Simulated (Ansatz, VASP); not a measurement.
**Two plane-wave programs on Zn8O7 (a cell with a defect)**

```xyz
15
Lattice="0.0000 0.0000 -5.2932 -6.5588 0.0000 0.0000 3.2794 5.6801 0.0000" Properties=species:S:1:pos:R:3 pbc="T T T"
Zn   -1.6397    0.9467   -2.4083
Zn   -4.9191    0.9549   -2.6664
Zn    0.0071    3.7826   -2.6664
Zn   -3.2865    3.7826   -2.6664
Zn   -3.1708    1.8307   -5.3264
Zn   -0.1086    1.8307   -5.3264
Zn   -1.6397    4.7334   -5.3094
Zn    1.6397    4.8587   -5.3264
O    -4.9191    0.9689   -0.6354
O     0.0193    3.7756   -0.6354
O    -3.2987    3.7756   -0.6354
O    -3.2359    1.8682   -3.2942
O    -0.0435    1.8682   -3.2942
O    -1.6397    4.7334   -3.2925
O     1.6397    4.7837   -3.2942
```

Change from the starting cell: O vacancy (site b), charge +0, atoms relaxed at the host's cell.

Alike in both runs: functional PBE; k mesh 3 × 3 × 3; occupations gaussian, width 0.01 eV; no spin polarisation.

Ansatz relaxed the structure, and its values are those at the end. VASP's run is a single point on that final structure, the one shown.

```csv
,VASP,Ansatz
version,VASP 6.6.1,Ansatz 0.2.0
potentials or method,"VASP PAW PBE potentials, release 64 (Zn, O)","scalar-relativistic, plane waves, PAW"
plane-wave cutoff (eV),520,420
valence electrons in the cell,138,138
```

VASP gave:

| Quantity | Value |
| --- | --- |
| gap on the k mesh at the Fermi level (eV) | 1.89 |
| least direct gap on the mesh (eV) | 1.98 |
| rms of the force components (eV/Å) | 0.015 |

Question: Which values does Ansatz return?

Answer: gap on the k mesh at the Fermi level (eV): 1.89; least direct gap on the mesh (eV): 1.98; rms of the force components (eV/Å): 0.003.
